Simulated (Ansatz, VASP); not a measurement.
# Two plane-wave programs on LiF

```
Li F
1.0
     0.00000    1.99487    1.99487
     1.99487    0.00000    1.99487
     1.99487    1.99487    0.00000
Li F
1 1
Direct
  0.00000 0.00000 0.00000
  0.50000 0.50000 0.50000
```

Alike in both runs: task single point; functional r2SCAN; k mesh 10 × 10 × 10; no spin polarisation.

|  | VASP | Ansatz |
| --- | --- | --- |
| version | VASP 6.6.1 | Ansatz 0.2.0 |
| potentials or method | VASP PAW PBE potentials, release 64 (Li_sv, F) | plane waves, PAW |
| plane-wave cutoff (eV) | 520 | 500 |
| occupations | gaussian, width 0.01 eV | fixed |
| valence electrons in the cell | 10 | 10 |

|  | VASP | Ansatz | Ansatz less VASP |
| --- | --- | --- | --- |
| gap on the k mesh at the Fermi level (eV) | 10.55 | 10.33 | -0.223 |

 A k mesh can miss the band edges. r2SCAN opens gaps a little over a GGA but as a rule still falls short of measured ones.
